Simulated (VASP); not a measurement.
Set up this calculation in VASP 6.6.1, as the native input.

| Property | Result |
| --- | --- |
| Task | relaxation of cell and atoms |
| Functional | r2SCAN |
| Potentials or basis | VASP PAW PBE potentials, release 64 (C) |
| Cutoff | 600 eV |
| k mesh | 14 × 14 × 14 |
| Occupations | gaussian, width 0.03 eV |
| Spin | no spin polarisation |
| Further INCAR settings | ALGO = Normal; EDIFF = 1e-06; IBRION = 2; EDIFFG = -0.01; NSW = 90; ISIF = 3 |

The structure of C lies in POSCAR:

```
C
1.0
    0.0000000000      1.7833700000      1.7833700000
    1.7833700000      0.0000000000      1.7833700000
    1.7833700000      1.7833700000      0.0000000000
C
2
Direct
    0.0000000000      0.0000000000      0.0000000000
    0.2500000000      0.2500000000      0.2500000000
```

This isn't the form of C at room conditions, which is graphite.

The input as run:

INCAR

```
SYSTEM = C
PREC = Accurate
ENCUT = 600
EDIFF = 1E-6
ISMEAR = 0
SIGMA = 0.03
LREAL = .FALSE.
LASPH = .TRUE.
NELM = 80
ALGO = Normal
ISIF = 3
LWAVE = .FALSE.
LCHARG = .FALSE.
METAGGA = R2SCAN
LMIXTAU = .TRUE.
IBRION = 2
NSW = 90
EDIFFG = -0.01
```

KPOINTS

```
Automatic mesh
0
G
  14 14 14
  0 0 0
```

Potentials or basis: VASP PAW PBE potentials, release 64 (C).

Command:

```sh
$ cat potpaw_PBE.64/C/POTCAR > POTCAR
$ mpirun -np 1 vasp_std > vasp.out
```

Results of the run:

```json
{"Relaxed volume": "5.65 Å³/atom", "Relaxed cell": "a = 2.518 Å, b = 2.518 Å, c = 2.518 Å, α = 60.00°, β = 60.00°, γ = 60.00°", "Space group after relaxing (to 0.05 Å)": "Fd-3m (No. 227)", "Energy gained by relaxing": "0.2 meV/atom", "Ionic steps": "3", "Pressure after relaxing": "0.0 GPa", "Band gap on the k mesh": "4.33 eV, indirect (least direct gap 5.85 eV)"}
```

Caveat: the PAW data sets were made with another functional, which shifts forces and pressure a little.

Run time: 80 s on 1 thread of Intel(R) Xeon(R) Platinum 8259CL CPU @ 2.50GHz (Skylake/Cascade Lake), on a shared host, peak memory 0.12 GiB.
